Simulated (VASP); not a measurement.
Lu: electrostatic potential with SCAN+rVV10

Lu:

```
Lu
1.0
     3.50310    0.00000    0.00000
    -1.75155    3.03377    0.00000
     0.00000    0.00000    5.55090
Lu
2
Direct
  0.66667 0.33333 0.75000
  0.33333 0.66667 0.25000
```

```json
{
  "Program": "VASP 6.6.1",
  "Task": "electrostatic potential",
  "Functional": "SCAN",
  "Dispersion": "rVV10",
  "Potentials or basis": "VASP PAW PBE potentials, release 64 (Lu_3), 4f in core",
  "Cutoff": "520 eV",
  "k mesh": "9 × 9 × 5",
  "Occupations": "gaussian, width 0.01 eV",
  "Spin": "no spin polarisation",
  "Further INCAR settings": "ALGO = Normal; EDIFF = 1e-06"
}
```

```yaml
Pressure: -2.6 GPa
Band_gap_on_the_k_mesh: none (metal or under the smearing width)
```

Stress tensor (GPa, compression positive):
```
-1.99  0.00  0.00
 0.00 -1.99  0.00
 0.00  0.00 -3.69
```

Levels at points of the mesh, in eV from the Fermi level:
```
           k point  band 6  band 7  band 8  band 9  band 10  band 11  band 12  band 13
(0.00, 0.00, 0.00)  -26.91   -6.41   -2.59    0.50     2.35     2.35     2.61     3.07
```

Run time: 5.7 min on 1 thread of AMD EPYC 7R43 64-Core Processor (Zen 3), with other jobs on the host, peak memory 0.28 GiB.

Caveat: the PAW data sets were made with another functional, which shifts forces and pressure a little. Spin-orbit coupling is left out, which matters for the levels of Lu.
